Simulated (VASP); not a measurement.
Set up this calculation in VASP 6.6.1, as the native input.

* Task: single point
* Functional: PBE
* Dispersion: D3(BJ)
* Potentials or basis: VASP PAW PBE potentials, release 64 (S, W_sv)
* Cutoff: 520 eV
* k mesh: 12 × 12 × 1
* Occupations: gaussian, width 0.02 eV
* Spin: no spin polarisation
* Dipole correction: yes
* Further INCAR settings: ALGO = Fast; EDIFF = 1e-06; NBANDS = 20

The structure of WS2 lies in POSCAR:

```
WS2
1.0
    3.1592828452      0.0000000000      0.0000000000
   -1.5796414226      2.7360192017      0.0000000000
    0.0000000000      0.0000000000     32.3040145634
S W
2 1
Direct
    0.6666666667      0.3333333333      0.4512090984
    0.6666666667      0.3333333333      0.5487909016
    0.3333333333      0.6666666667      0.5000000000
```

The input as run:

INCAR

```
SYSTEM = WS2
  PREC = Accurate
  ENCUT = 520
  EDIFF = 1E-6
  ISMEAR = 0
  SIGMA = 0.02
  LREAL = .False.
  LASPH = .True.
  NELM = 100
  ALGO = Fast
  ISIF = 2
  LWAVE = .False.
  LCHARG = .False.
  LDIPOL = .True.
  IDIPOL = 3
  DIPOL = 0.5 0.5 0.500
  GGA = PE
  IVDW = 12
  NBANDS = 20
```

KPOINTS

```
regular mesh
0
Gamma
  12 12 1
  0 0 0
```

Potentials or basis: VASP PAW PBE potentials, release 64 (S, W_sv).

The run is started by

```sh
$ cat potpaw_PBE.64/S/POTCAR potpaw_PBE.64/W_sv/POTCAR > POTCAR
$ mpirun -np 1 vasp_std > vasp.out
```

It gave:

* Band gap on the k mesh: 1.92 eV, direct
* Dispersion energy per atom: -0.310 eV

Caveat: spin-orbit coupling is left out, which moves the levels of the heavy elements.

Run time: 76 s on 1 thread of Intel(R) Xeon(R) 6975P-C (Granite Rapids), on a shared host, peak memory 0.41 GiB.
